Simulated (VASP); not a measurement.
Crystal: C.

```
CELL_PARAMETERS angstrom
0.00000 1.78337 1.78337
1.78337 0.00000 1.78337
1.78337 1.78337 0.00000
ATOMIC_POSITIONS crystal
C 0.00000 0.00000 0.00000
C 0.25000 0.25000 0.25000
```

This isn't the form of C at room conditions, which is graphite.

Base run:

- Program: VASP 6.6.1
- Functional: PBEsol
- Potentials or basis: VASP PAW PBE potentials, release 64 (C)
- Cutoff: 520 eV
- k mesh: 11 × 11 × 11
- Occupations: fermi-dirac, width 0.02 eV
- Spin: no spin polarisation

Its results: band gap on the k mesh 4.00 eV, indirect (least direct gap 5.54 eV); pressure -3.8 GPa.

Question: After a change of settings the same cell gave: band gap on the k mesh 4.10 eV, indirect (least direct gap 5.54 eV); pressure -11.6 GPa. Which change was it?
A. functional from PBEsol to r2SCAN
B. functional from PBEsol to HSE06; k mesh from 11 × 11 × 11 to 8 × 8 × 8
C. functional from PBEsol to LDA; potentials or basis from VASP PAW PBE potentials, release 64 (C) to VASP PAW LDA potentials, release 64 (C)

Answer: C.

Caveats: an odd mesh through Γ misses points on the zone boundary, where band edges often lie; the PAW data sets were made with another functional, which shifts forces and pressure a little (some runs).

Runs at the PBE level aren't shown here.
